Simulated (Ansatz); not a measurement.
Crystal: TaN.

```
Ta N
1.0
     5.19600    0.00000    0.00000
    -2.59800    4.49987    0.00000
     0.00000    0.00000    2.91100
Ta N
3 3
Direct
  0.00000 0.00000 0.00000
  0.66667 0.33333 0.50000
  0.33333 0.66667 0.50000
  0.00000 0.39285 0.00000
  0.60715 0.60715 0.00000
  0.39285 0.00000 0.00000
```

| Property | Result |
| --- | --- |
| Program | Ansatz 0.2.0 |
| Task | single point |
| Functional | PBE |
| Potentials or basis | Ansatz PAW |
| Cutoff | 420 eV (not typed: the program's choice for these potentials) |
| k mesh | 6 × 6 × 9 |
| Occupations | fermi-dirac, width 0.05 eV |
| Spin | no spin polarisation |

On this cell: pressure 4.9 GPa; largest force 0.041 eV/Å; band gap on the k mesh none (metal or under the smearing width).

The same run follows on a disturbed copy (atoms moved at random, drawn with an rms of 0.05 Å):

```xyz
6
Lattice="5.1960 0.0000 0.0000 -2.5980 4.4999 0.0000 0.0000 0.0000 2.9110" Properties=species:S:1:pos:R:3 pbc="T T T"
Ta    0.0412   -0.0305    0.0025
Ta    2.5511    1.4990    1.4411
Ta    0.0487    3.0356    1.4352
N    -0.9914    1.7704    0.0504
N     1.5798    2.7606   -0.0698
N     2.0893    0.0126    0.0049
```

Problem. What changes?

Solution. The energy (extrapolated to zero smearing) moves by +34.0 meV/atom; pressure 6.0 GPa; largest force 2.078 eV/Å; band gap on the k mesh none (metal or under the smearing width).

Forces in eV/Å, atoms in the order of the input:
```
Ta  -0.263  1.169 -0.100
Ta   2.009  0.518  0.116
Ta  -1.299 -0.769  0.202
N   -0.199 -0.199 -0.853
N    0.204 -0.581  1.012
N   -0.452 -0.139 -0.377
```

Stress tensor (GPa, compression positive):
```
5.68 0.05 0.69
0.05 6.87 0.81
0.69 0.81 5.57
```
